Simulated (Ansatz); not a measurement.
# NaH: a vibration from a frozen displacement

Theory: DFT r2SCAN, scalar-relativistic, plane waves, PAW (Ansatz 0.2.0). Settings: plane waves to 500 eV, k-mesh 8×8×8 (Γ-centred), Gaussian smearing 0.05 eV. No spin polarisation. Energies are free energies at this smearing, counted from the undisturbed cell; pressure is positive in compression.

Reference structure (as given, not relaxed at this level; it stands at -1.2 GPa):

```xyz
2
Lattice="0.0000 2.4400 2.4400 2.4400 0.0000 2.4400 2.4400 2.4400 0.0000" Properties=species:S:1:pos:R:3 pbc="T T T"
Na    0.0000    0.0000    0.0000
H     2.4400    2.4400    2.4400
```

Every Na atom is moved by x along the Cartesian unit vector (0.707, 0.707, 0.000); the cell and all other atoms stay fixed. The cell's volume is 29.05 Å³; the moved atoms weigh 22.990 u together and the others 1.008 u. Some rows repeat others by symmetry and weren't run.

```csv
x (Å),ΔE (meV/cell),total force on the moved atoms along the move (eV/Å),pressure (GPa)
-0.1000,4.24,0.0850,-1.0879
-0.0875,3.24,0.0742,-1.1065
-0.0750,2.38,0.0636,-1.1225
-0.0625,1.65,0.0530,-1.1361
-0.0500,1.06,0.0423,-1.1474
-0.0375,0.59,0.0317,-1.1560
-0.0250,0.26,0.0211,-1.1621
-0.0125,0.07,0.0106,-1.1659
0.0000,0.00,0.0000,-1.1672
0.0125,0.07,-0.0106,-1.1659
0.0250,0.26,-0.0211,-1.1621
0.0375,0.59,-0.0317,-1.1560
0.0500,1.06,-0.0423,-1.1474
0.0625,1.65,-0.0530,-1.1361
0.0750,2.38,-0.0636,-1.1225
0.0875,3.24,-0.0742,-1.1065
0.1000,4.24,-0.0850,-1.0879
```

Q: What frequency belongs to this motion?

A: The force constant is k = −dF/dx = 0.849 eV/Å², from the parabola through x = -0.0125, 0 and 0.0125. In every cell the moved atoms swing against the rest, so the mass is μ = m₁m₂/(m₁ + m₂) = 0.966 u, and ν̃ = 521.5 cm⁻¹ × √(|k|/μ) = 489 cm⁻¹, at this cell's pressure of -1.2 GPa. To first order in x, and within 1 %, the force on every atom lies along the move and, within each of the two groups, in proportion to the atom's mass, so this is itself a mode at the zone centre of this cell, taken without macroscopic field (the transverse frequency in a polar insulator).

Q: How far does the harmonic law reach?

A: At x = -0.100 Å, kx²/2 = 4.24 meV against the computed 4.24 meV (-0.1 %): the well is still close to harmonic there.